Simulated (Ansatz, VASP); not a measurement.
NaI in VASP and in Ansatz

```
Na I
1.0
     0.00000    3.58138    3.58138
     3.58138    0.00000    3.58138
     3.58138    3.58138    0.00000
Na I
1 1
Direct
  0.00000 0.00000 0.00000
  0.25000 0.25000 0.25000
```

Alike in both runs: task electric field gradients; functional LDA; k mesh 10 × 10 × 10; occupations fermi-dirac, width 0.05 eV; no spin polarisation.

```csv
,VASP,Ansatz
version,VASP 6.6.1,Ansatz 0.2.0
potentials or method,"VASP PAW LDA potentials, release 64 (Na_pv, I)","PAW with Ansatz's default frozen-core files, scalar-relativistic"
plane-wave cutoff (eV),520,420
valence electrons in the cell,14,26
```

```csv
,VASP,Ansatz,Ansatz less VASP
gap on the k mesh at the Fermi level (eV),3.45,3.44,-0.009
pressure (GPa),-1.2,-1.2,-0.01
Vzz of the field gradient on the site that differs most (V/Å²),0.0,0.0,0.00
```

The two sets of potentials don't hold the same shells in valence. Ansatz warned: «gradients_without_spin_orbit».

Caveats: spin-orbit coupling is left out, which moves the levels of the heavy elements. A k mesh can miss the band edges. Expect the measured gap to be larger: semilocal functionals such as LDA lack the derivative discontinuity.
